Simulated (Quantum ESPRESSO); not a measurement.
BaTe in Quantum ESPRESSO: the effect of functional

BaTe:

```
Ba Te
1.0
     0.00000    3.41000    3.41000
     3.41000    0.00000    3.41000
     3.41000    3.41000    0.00000
Ba Te
1 1
Direct
  0.00000 0.00000 0.00000
  0.50000 0.50000 0.50000
```

Alike in all runs:

```yaml
Program: Quantum ESPRESSO 7.5
Task: dielectric tensor
Cutoff: 1088 eV
Density_cutoff: 4354 eV
k_mesh: 4 × 4 × 4, shifted
Occupations: fermi-dirac, width 0.05 eV
Spin: no spin polarisation
```

```csv
functional,potentials or basis,pressure (GPa),dielectric constant (mean)
LDA,PseudoDojo 0.4.1 SR LDA standard,0.9,6.54
PBEsol,PseudoDojo 0.4.1 SR PBEsol standard,2.1,6.53
WC,PseudoDojo 0.4.1 SR PBE standard,2.1,6.55
BLYP,PseudoDojo 0.4.1 SR PBE standard,?,?
AM05,PseudoDojo 0.4.1 SR PBE standard,2.7,6.42
```

Q: What does the run with functional BLYP give?

A: Pressure 6.2 GPa; dielectric constant 6.08 mean.

Caveats: this release of the barium file is off; the potentials were made for another functional, which shifts forces and pressure (some runs); the cell is more than 3 GPa from zero pressure, which shifts response properties (some runs).

Runs at the PBE level aren't shown here.
